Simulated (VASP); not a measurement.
CdTe, 2 atoms in the cell. It takes space group F-43m (No. 216, cubic). Conventional cell: a = 6.617 Å, b = 6.617 Å, c = 6.617 Å, α = 90.00°, β = 90.00°, γ = 90.00°. Cd (site symmetry -43m) is surrounded by 4 Te at 2.87 Å. Te (site symmetry -43m) has 4 Cd at 2.87 Å as nearest neighbours. 

```yaml
Program: VASP 6.6.1
Task: single point
Functional: PBE
Potentials_or_basis: VASP PAW PBE potentials, release 64 (Cd, Te)
Cutoff: 520 eV
k_mesh: 8 × 8 × 8
Occupations: gaussian, width 0.02 eV
Spin: no spin polarisation
Dipole_correction: no
Further_INCAR_settings: ALGO = Normal; EDIFF = 1e-06; NBANDS = 16
```

Potentials or basis: VASP PAW PBE potentials, release 64 (Cd, Te).

The run is started by

```console
$ cat potpaw_PBE.64/Cd/POTCAR potpaw_PBE.64/Te/POTCAR > POTCAR
$ mpirun -np 1 vasp_std > vasp.out
```

Hardware: 1 thread of Intel(R) Xeon(R) 6975P-C (Granite Rapids) (shared host).

Question: How long does it take, and how much memory?

Answer: Run time: 11 s on 1 thread of Intel(R) Xeon(R) 6975P-C (Granite Rapids) (shared host), peak memory 0.21 GiB. Counts: scf iterations 12, k points 29.
